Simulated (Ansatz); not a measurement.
# Fe: the cost of one run

Computed with Ansatz 0.2.0 (DFT r2SCAN, scalar-relativistic, plane waves, PAW, unless a step's input says otherwise).

### 1 The starting structure

The structure is cubic, space group Fd-3m (No. 227). The conventional cell has a = 4.751 Å, b = 4.751 Å, c = 4.751 Å, α = 90.00°, β = 90.00°, γ = 90.00°. Fe (site symmetry -43m) has 4 Fe at 2.06 Å as nearest neighbours.

Structure file:

```xyz
2
Lattice="0.0000 2.3755 2.3755 2.3755 0.0000 2.3755 2.3755 2.3755 0.0000" Properties=species:S:1:pos:R:3 pbc="T T T"
Fe    2.3755    2.3755    2.3755
Fe    3.5633    3.5633    3.5633
```

(A quick probe on a coarse mesh, which set the mesh and smearing, is not shown.)

### 3 A loose first relaxation

The input, input.yaml:

```yaml
crystal:
  lattice:
    - [0.0, 2.3755431895, 2.3755431895]
    - [2.3755431895, 0.0, 2.3755431895]
    - [2.3755431895, 2.3755431895, 0.0]
  atoms:
    - { symbol: Fe, position: [0.5, 0.5, 0.5], spin: 0.13 }
    - { symbol: Fe, position: [0.75, 0.75, 0.75], spin: 0.13 }
basis:
  ecutwfc: 500
kpoints:
  mp_grid: { grid: [6, 6, 6] }
hamiltonian:
  xc: r2scan
scf:
  occupations: { method: gaussian, width: 0.1 }
  lower_state_search: "off"
output:
  forces: true
  stress: true
  eigenvalues: true
  populations: true
magnetization:
  spin_polarized: true
relax:
  adjacent_minimum: "off"
  f_tol: 0.04
  max_steps: 70
  cell: { stress_tol: 0.4 }
```

Q: Estimate wall time and peak memory on 1 thread of an x86-64 CPU, shared host.

About 94 s, with a peak of 0.46 GiB.
